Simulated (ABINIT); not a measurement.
# Au (Fm-3m) in ABINIT: a series of runs

One crystal, Au, is run at these levels: rSCAN, PBE, WC; tasks: band structure, equation of state.

Everything below comes from runs of ABINIT 10.8.3 (patched build). Logs are shortened: lines on timing, memory, paths and dates and some standing lists are left out, and cuts for length are marked. The log counts tension as positive stress, the text compression.

**The experiment to reproduce.**

“Exploring toroidal anvil profiles for larger sample volumes above 4 Mbar”, 2024, pmc:11102561 quotes, for a bulk crystal of Au: bulk modulus 167 GPa.

The runs below are set against these values where they give the same quantity.

### 1 Starting point

The structure is cubic, space group Fm-3m (No. 225). The conventional cell has a = 4.070 Å, b = 4.070 Å, c = 4.070 Å, α = 90.00°, β = 90.00°, γ = 90.00°. Au (site symmetry m-3m) is surrounded by 12 Au at 2.88 Å.

### 2 Band structure, rSCAN

The input, run.abi:

```
# Datasets: ground state, then fixed potential
ndtset 2

# Pseudopotentials
pp_dirpath "./"
pseudos "Au.GGA_PBE-JTH.xml"

# Structure
acell 2.8779245994 2.8779245994 2.8779245994 Angstrom
rprim
     0.0000000000     0.7071067812     0.7071067812
     0.7071067812     0.0000000000     0.7071067812
     0.7071067812     0.7071067812     0.0000000000
ntypat 1
znucl 79
natom 1
typat 1
xred
     0.0000000000     0.0000000000     0.0000000000

# Plane-wave basis
ecut 30.0
pawecutdg 52.0

# Exchange and correlation
ixc -493494
usekden 1
pawxcdev 0

# Bands and occupations
occopt 3
tsmear 0.00183747

# SCF cycle
nstep 100

# Output
iomode 3
prtwf 0
prteig 0
prtebands 0
enunit 1
prtden1 1
prtkden1 1

# Dataset 1
kptopt1 1
ngkpt1 11 11 11
nshiftk1 1
shiftk1 0.0 0.0 0.0
nband1 10
tolvrs1 1.0e-7

# Dataset 2: bands along G-X-W-K-G-L-U-W-L-K
iscf2 -2
getden2 1
getkden2 1
nband2 14
nbdbuf2 2
tolwfr2 1.0e-12
kptopt2 -9
ndivsm2 5
prteig2 1
prtvol2 -3
kptbounds2
     0.0000000000     0.0000000000     0.0000000000
     0.5000000000     0.0000000000     0.5000000000
     0.5000000000     0.2500000000     0.7500000000
     0.3750000000     0.3750000000     0.7500000000
     0.0000000000     0.0000000000     0.0000000000
     0.5000000000     0.5000000000     0.5000000000
     0.6250000000     0.2500000000     0.6250000000
     0.5000000000     0.2500000000     0.7500000000
     0.5000000000     0.5000000000     0.5000000000
     0.3750000000     0.3750000000     0.7500000000
```

Potentials or basis: JTH PAW PBE v2.0.

Run with:

```sh
$ abinit run.abi > log 2>&1
```

run.abo:

```text
.Version 10.8.3 of ABINIT
 DATASET    1 : space group Fm -3 m (#225); Bravais cF (face-center cubic)
================================================================================
 Values of the parameters that define the memory need for DATASET  1.
     intxc =       0    ionmov =       0      iscf =      17    lmnmax =      18
     lnmax =       6     mgfft =      30  mpssoang =       3    mqgrid =    3001
     natom =       1  nloc_mem =       2    nspden =       1   nspinor =       1
    nsppol =       1      nsym =      48    n1xccc =       1    ntypat =       1
    occopt =       3   xclevel =       2
       mpw =         911          nfft =       27000          nkpt =          56
 PAW method is used; the additional fine FFT grid is defined by:
   mgfftf=        36    nfftf =     46656
================================================================================
================================================================================

 DATASET    2 : space group Fm -3 m (#225); Bravais cF (face-center cubic)
================================================================================
 Values of the parameters that define the memory need for DATASET  2.
     intxc =       0    ionmov =       0      iscf =      -2    lmnmax =      18
     lnmax =       6     mgfft =      30  mpssoang =       3    mqgrid =    3001
     natom =       1  nloc_mem =       2    nspden =       1   nspinor =       1
    nsppol =       1      nsym =      48    n1xccc =       1    ntypat =       1
    occopt =       3   xclevel =       2
       mpw =         911          nfft =       27000          nkpt =          87
 PAW method is used; the additional fine FFT grid is defined by:
   mgfftf=        36    nfftf =     46656
================================================================================
================================================================================

--------------------------------------------------------------------------------
------------- Echo of variables that govern the present computation ------------
--------------------------------------------------------------------------------
 -outvars: echo values of preprocessed input variables --------
            acell      5.4384893039E+00  5.4384893039E+00  5.4384893039E+00 Bohr
              amu      1.96966540E+02
             ecut      3.00000000E+01 Hartree
           enunit           1
           getden1          0
           getden2          1
          getkden1          0
          getkden2          1
             iscf1         17
             iscf2         -2
              ixc     -493494
           jdtset        1    2
           kptopt1          1
           kptopt2         -9
         kptrlatt       11    0    0      0   11    0      0    0   11
          kptrlen1     5.98233823E+01
          kptrlen2     3.00000000E+01
            natom           1
            nband1         10
            nband2         14
           nbdbuf1          0
           nbdbuf2          2
           ndtset           2
           ndivsm1          0
           ndivsm2          5
            ngfft          30      30      30
          ngfftdg          36      36      36
             nkpt1         56
             nkpt2         87
            nstep         100
             nsym          48
           ntypat           1
           occopt           3
        pawecutdg      5.20000000E+01 Hartree
         pawxcdev           0
        prtebands           0
           prteig1          0
           prteig2          1
          prtkden           1
           prtvol1          0
           prtvol2         -3
            prtwf           0
            rprim      0.0000000000E+00  7.0710678120E-01  7.0710678120E-01
                       7.0710678120E-01  0.0000000000E+00  7.0710678120E-01
                       7.0710678120E-01  7.0710678120E-01  0.0000000000E+00
           shiftk1     0.00000000E+00  0.00000000E+00  0.00000000E+00
           shiftk2     5.00000000E-01  5.00000000E-01  5.00000000E-01
          spgroup         225
           tolvrs1     1.00000000E-07
           tolvrs2     0.00000000E+00
           tolwfr1     0.00000000E+00
           tolwfr2     1.00000000E-12
           tsmear      1.83747000E-03 Hartree
            typat      1
          usekden           1
           useylm           1
            znucl       79.00000
[... 217 lines left out ...]
electrons: {nelect:   1.10000000E+01, charge:   0.00000000E+00, occopt:   3.00000000E+00, tsmear:   1.83747000E-03, }
meta: {optdriver: 0, ionmov: 0, optcell: 0, iscf: -2, paral_kgb: 0, }
...

 mkfilename : getden/=0, take file _DEN from output of DATASET   1.

 mkfilename : getkden/=0, take file _KDEN from output of DATASET   1.

 Real(R)+Recip(G) space primitive vectors, cartesian coordinates (Bohr,Bohr^-1):
 R(1)=  0.0000000  3.8455927  3.8455927  G(1)= -0.1300190  0.1300190  0.1300190
 R(2)=  3.8455927  0.0000000  3.8455927  G(2)=  0.1300190 -0.1300190  0.1300190
 R(3)=  3.8455927  3.8455927  0.0000000  G(3)=  0.1300190  0.1300190 -0.1300190
 Unit cell volume ucvol=  1.1374173E+02 bohr^3
 Angles (23,13,12)=  6.00000000E+01  6.00000000E+01  6.00000000E+01 degrees

 Coarse grid specifications (used for wave-functions):

 getcut: wavevector=  0.0000  0.0000  0.0000  ngfft=  30  30  30
         ecut(hartree)=     30.000   => boxcut(ratio)=   2.23975

 getcut : COMMENT -
  Note that boxcut > 2.2 ; recall that boxcut=Gcut(box)/Gcut(sphere) = 2
  is sufficient for exact treatment of convolution.
  Such a large boxcut is a waste : you could raise ecut
  e.g. ecut=   37.623547 Hartrees makes boxcut=2

 Fine grid specifications (used for densities):

 getcut: wavevector=  0.0000  0.0000  0.0000  ngfft=  36  36  36
         ecut(hartree)=     52.000   => boxcut(ratio)=   2.03919
--------------------------------------------------------------------------------

================================================================================
 Non-SCF case, kpt    1 (  0.00000  0.00000  0.00000), residuals and eigenvalues=
  9.38E-13  2.86E-13  5.20E-13  6.40E-13  9.07E-13  7.68E-13  7.59E-13  5.85E-13
  1.22E-13  9.78E-13  2.61E-13  8.52E-13  2.85E-12  5.45E-10
 -9.0723E-02  9.8956E-02  9.8956E-02  9.8956E-02  1.5615E-01  1.5615E-01
  8.6693E-01  1.0174E+00  1.0174E+00  1.0174E+00  1.1908E+00  1.3483E+00
  1.3483E+00  1.3483E+00
 Non-SCF case, kpt    2 (  0.03571  0.00000  0.03571), residuals and eigenvalues=
  6.35E-13  6.01E-13  2.75E-13  8.02E-13  6.56E-13  2.88E-13  4.46E-13  4.52E-13
  3.44E-13  8.10E-13  1.94E-13  9.71E-13  7.61E-09  3.03E-07
 -8.8426E-02  9.7770E-02  9.9992E-02  9.9992E-02  1.5489E-01  1.5666E-01
  8.6952E-01  1.0076E+00  1.0153E+00  1.0153E+00  1.2071E+00  1.3285E+00
[... 497 lines left out ...]
  4.4805E-01  6.3074E-01  8.2287E-01  9.4581E-01  1.2855E+00  1.3117E+00
  1.3133E+00  1.5645E+00
 Non-SCF case, kpt   86 (  0.38889  0.38889  0.72222), residuals and eigenvalues=
  4.53E-13  9.34E-13  9.05E-13  5.32E-13  9.25E-13  8.52E-13  5.88E-13  4.75E-13
  8.38E-13  5.28E-13  4.80E-13  4.83E-13  9.50E-13  2.78E-05
  3.5970E-02  6.3678E-02  1.2318E-01  1.6022E-01  1.9564E-01  4.2067E-01
  4.7014E-01  5.8606E-01  7.9781E-01  9.5699E-01  1.2515E+00  1.3230E+00
  1.3341E+00  1.5691E+00
 Non-SCF case, kpt   87 (  0.37500  0.37500  0.75000), residuals and eigenvalues=
  9.46E-13  7.86E-13  3.97E-13  5.73E-13  9.67E-13  2.94E-13  7.49E-13  6.91E-13
  5.26E-13  6.38E-13  8.46E-13  7.97E-13  9.97E-13  1.41E-04
  3.2167E-02  5.6389E-02  1.3314E-01  1.6745E-01  1.9812E-01  4.3762E-01
  4.6532E-01  5.7181E-01  7.7603E-01  9.6467E-01  1.2145E+00  1.3325E+00
  1.3621E+00  1.5779E+00

Result for kinetic energy density :

--------------------------------------------------------------------------------
 Total kinetic energy density [Ha/Bohr^3]
)     Maximum=    4.1619E-01  at reduced coord.    0.8889    0.9722    0.9722
)     Minimum=    1.6908E-03  at reduced coord.    0.0000    0.0000    0.0000
   Integrated=    9.4682E+00
--------------------------------------------------------------------------------

--- !ResultsGS
iteration_state: {dtset: 2, }
comment   : Summary of ground state results
lattice_vectors:
- [  0.0000000,   3.8455927,   3.8455927, ]
- [  3.8455927,   0.0000000,   3.8455927, ]
- [  3.8455927,   3.8455927,   0.0000000, ]
lattice_lengths: [   5.43849,    5.43849,    5.43849, ]
lattice_angles: [ 60.000,  60.000,  60.000, ] # degrees, (23, 13, 12)
lattice_volume:   1.1374173E+02
convergence: {deltae:  0.000E+00, res2:  0.000E+00, residm:  9.987E-13, diffor:  0.000E+00, }
etotal    :   5.44901554E+00
entropy   :   0.00000000E+00
fermie    :   2.86738924E-01
cartesian_stress_tensor: null
pressure_GPa: null
xred      :
- [  0.0000E+00,   0.0000E+00,   0.0000E+00, Au]
cartesian_forces: null
force_length_stats: {min: null, max: null, mean: null, }
...

 Integrated electronic density in atomic spheres:
 ------------------------------------------------
 Atom  Sphere_radius  Integrated_density
    1        2.50870          9.54310187

================================================================================

 ----iterations are completed or convergence reached----

 Mean square residual over all n,k,spin=   65.862E-14; max=  99.873E-14
 reduced coordinates (array xred) for    1 atoms
       0.000000000000      0.000000000000      0.000000000000

 cartesian coordinates (angstrom) at end:
    1      0.00000000000000     0.00000000000000     0.00000000000000
 length scales=  5.438489303879  5.438489303879  5.438489303879 bohr
              =  2.877924599400  2.877924599400  2.877924599400 angstroms
 Eigenvalues (   eV  ) for nkpt=  87  k points:
 kpt#   1, nband= 14, wtk=  1.00000, kpt=  0.0000  0.0000  0.0000 (reduced coord)
  -2.46869    2.69273    2.69273    2.69273    4.24912    4.24912   23.59025   27.68561
  27.68561   27.68561   32.40323   36.68853   36.68853   36.68853
 kpt#   2, nband= 14, wtk=  1.00000, kpt=  0.0357  0.0000  0.0357 (reduced coord)
  -2.40619    2.66046    2.72092    2.72092    4.21471    4.26300   23.66089   27.41874
  27.62908   27.62908   32.84816   36.15021   36.15021   36.74307
 kpt#   3, nband= 14, wtk=  1.00000, kpt=  0.0714  0.0000  0.0714 (reduced coord)
  -2.22037    2.56636    2.80511    2.80511    4.11498    4.30413   23.86765   26.83548
  27.43322   27.43322   33.91468   35.28553   35.29119   36.77634
 kpt#   4, nband= 14, wtk=  1.00000, kpt=  0.1071  0.0000  0.1071 (reduced coord)
  -1.91676    2.41798    2.94408    2.94408    3.96082    4.37086   24.19565   26.21702
  27.03486   27.03486   34.17269   34.62893   34.62925   35.96691
 kpt#   5, nband= 14, wtk=  1.00000, kpt=  0.1429  0.0000  0.1429 (reduced coord)
  -1.50662    2.22654    3.13562    3.13562    3.77210    4.46051   24.62172   25.69011
  26.38569   26.38569   32.18534   34.34390   34.34396   37.50991
 kpt#   6, nband= 14, wtk=  1.00000, kpt=  0.1786  0.0000  0.1786 (reduced coord)
  -1.01142    2.00528    3.37626    3.37626    3.58148    4.56934   25.11664   25.29441
[... 230 lines left out ...]
   0.92139    2.13866    3.32187    3.46680    5.37243   10.28897   11.03490   20.13791
  23.85518   24.92394   34.48539   34.94330   37.43804   40.52159
 kpt#  84, nband= 14, wtk=  1.00000, kpt=  0.4167  0.4167  0.6667 (reduced coord)
   1.06338    2.04523    3.10101    3.77323    5.33464   10.84634   11.44413   18.62897
  23.12061   25.35098   34.87046   35.33682   36.37626   41.87212
 kpt#  85, nband= 14, wtk=  1.00000, kpt=  0.4028  0.4028  0.6944 (reduced coord)
   1.06296    1.92027    3.12904    4.08347    5.31211   11.11564   12.19203   17.16323
  22.39151   25.73689   34.97898   35.69296   35.73582   42.57282
 kpt#  86, nband= 14, wtk=  1.00000, kpt=  0.3889  0.3889  0.7222 (reduced coord)
   0.97879    1.73276    3.35188    4.35988    5.32352   11.44706   12.79304   15.94749
  21.70956   26.04114   34.05399   35.99959   36.30370   42.69744
 kpt#  87, nband= 14, wtk=  1.00000, kpt=  0.3750  0.3750  0.7500 (reduced coord)
   0.87532    1.53443    3.62287    4.55660    5.39112   11.90819   12.66202   15.55984
  21.11676   26.25005   33.04899   36.26042   37.06409   42.93702

== END DATASET(S) ==============================================================
================================================================================

 -outvars: echo values of variables after computation  --------
            acell      5.4384893039E+00  5.4384893039E+00  5.4384893039E+00 Bohr
           etotal1     5.4490155380E+00
            fcart1    -0.0000000000E+00 -0.0000000000E+00 -0.0000000000E+00
            rprim      0.0000000000E+00  7.0710678120E-01  7.0710678120E-01
                       7.0710678120E-01  0.0000000000E+00  7.0710678120E-01
                       7.0710678120E-01  7.0710678120E-01  0.0000000000E+00
           strten1    -2.4145756869E-04 -2.4145756869E-04 -2.4145756869E-04
                       0.0000000000E+00  0.0000000000E+00  0.0000000000E+00
 Calculation completed.
```

It took 7.3 min on 1 thread of Intel Xeon Platinum 8259CL at 2.50GHz (Skylake/Cascade Lake), shared host; peak memory 0.13 GiB.

What came out:

- Free energy: 148.2753 eV
- Pressure: 7.1 GPa
- Band gap on the k mesh: none (metal or under the smearing width)
- Valence electrons inside the program's atomic spheres: Au 9.54 (radii [1.3275] Å)

Levels at the corners of the path, in eV from the Fermi level:
| point | band 2 | band 3 | band 4 | band 5 | band 6 | band 7 | band 8 | band 9 |
| --- | --- | --- | --- | --- | --- | --- | --- | --- |
| Γ | -5.11 | -5.11 | -5.11 | -3.55 | -3.55 | 15.79 | 19.88 | 19.88 |
| X | -7.25 | -2.35 | -1.95 | -1.95 | 1.10 | 6.05 | 10.64 | 10.64 |
| W | -5.57 | -5.57 | -3.68 | -1.95 | 5.02 | 6.60 | 6.60 | 9.84 |
| K | -6.27 | -4.18 | -3.25 | -2.41 | 4.11 | 4.86 | 7.76 | 13.31 |
| Γ | -5.11 | -5.11 | -5.11 | -3.55 | -3.55 | 15.79 | 19.88 | 19.88 |
| L | -5.16 | -5.16 | -2.29 | -2.29 | -0.95 | 3.17 | 15.14 | 18.30 |
| U | -6.27 | -4.18 | -3.25 | -2.41 | 4.11 | 4.86 | 7.76 | 13.31 |
| W | -5.57 | -5.57 | -3.68 | -1.95 | 5.02 | 6.60 | 6.60 | 9.84 |
| L | -5.16 | -5.16 | -2.29 | -2.29 | -0.95 | 3.17 | 15.14 | 18.30 |
| K | -6.27 | -4.18 | -3.25 | -2.41 | 4.11 | 4.86 | 7.76 | 13.31 |

Caveat: totals of a meta-GGA on PAW files have another zero than those of a GGA; the PAW data sets were made with another functional, which shifts forces and pressure a little; spin-orbit coupling is left out, which moves the levels of the heavy elements.

### 3 Band structure, PBE

run.abi, as its differences from that of step 2:

```diff
@@ -5,10 +5,10 @@
 pp_dirpath "./"
-pseudos "Au.GGA_PBE-JTH.xml"
+pseudos "Au.upf"
 
 # Structure
-acell 2.8779245994 2.8779245994 2.8779245994 Angstrom
+acell 3*1.0
 rprim
-     0.0000000000     0.7071067812     0.7071067812
-     0.7071067812     0.0000000000     0.7071067812
-     0.7071067812     0.7071067812     0.0000000000
+     0.0000000000     3.8455926636     3.8455926636
+     3.8455926636     0.0000000000     3.8455926636
+     3.8455926636     3.8455926636     0.0000000000
 ntypat 1
@@ -21,9 +21,6 @@
 # Plane-wave basis
-ecut 30.0
-pawecutdg 52.0
+ecut 38.0
 
 # Exchange and correlation
-ixc -493494
-usekden 1
-pawxcdev 0
+ixc 11
 
@@ -43,3 +40,2 @@
 prtden1 1
-prtkden1 1
 
@@ -50,4 +46,4 @@
 shiftk1 0.0 0.0 0.0
-nband1 10
-tolvrs1 1.0e-7
+nband1 14
+tolvrs1 1.0e-10
 
@@ -56,4 +52,3 @@
 getden2 1
-getkden2 1
-nband2 14
+nband2 18
 nbdbuf2 2
@@ -61,3 +56,3 @@
 kptopt2 -9
-ndivsm2 5
+ndivsm2 6
 prteig2 1
```

Potentials or basis: PseudoDojo NC SR PBE v0.4.1 standard.

Run with:

```sh
$ abinit run.abi > log 2>&1
```

Run time: 48 s. Hardware: 1 thread of Arm Neoverse V2, shared host; peak memory 0.1 GiB.

It converged, with:

```yaml
Free_energy: -4032.6944 eV
Pressure: 10.3 GPa
Band_gap_on_the_k_mesh: none (metal or under the smearing width)
Valence_electrons_inside_the_program's_atomic_spheres: Au 15.60 (radii [1.0584] Å)
```

Levels at the corners of the path, in eV from the Fermi level:
| point | band 6 | band 7 | band 8 | band 9 | band 10 | band 11 | band 12 | band 13 |
| --- | --- | --- | --- | --- | --- | --- | --- | --- |
| Γ | -4.77 | -4.77 | -4.77 | -3.22 | -3.22 | 14.44 | 18.50 | 18.50 |
| X | -6.87 | -2.04 | -1.67 | -1.67 | 0.95 | 5.84 | 10.02 | 10.02 |
| W | -5.25 | -5.25 | -3.38 | -1.66 | 4.76 | 6.31 | 6.31 | 9.47 |
| K | -5.94 | -3.91 | -2.93 | -2.13 | 3.86 | 4.67 | 7.48 | 12.65 |
| Γ | -4.77 | -4.77 | -4.77 | -3.22 | -3.22 | 14.44 | 18.50 | 18.50 |
| L | -4.81 | -4.81 | -2.00 | -2.00 | -1.05 | 3.11 | 13.90 | 17.18 |
| U | -5.94 | -3.91 | -2.93 | -2.13 | 3.86 | 4.67 | 7.48 | 12.65 |
| W | -5.25 | -5.25 | -3.38 | -1.66 | 4.76 | 6.31 | 6.31 | 9.47 |
| L | -4.81 | -4.81 | -2.00 | -2.00 | -1.05 | 3.11 | 13.90 | 17.18 |
| K | -5.94 | -3.91 | -2.93 | -2.13 | 3.86 | 4.67 | 7.48 | 12.65 |

Caveat: spin-orbit coupling is left out, which moves the levels of the heavy elements.

(Continued in part 2 of 2.)
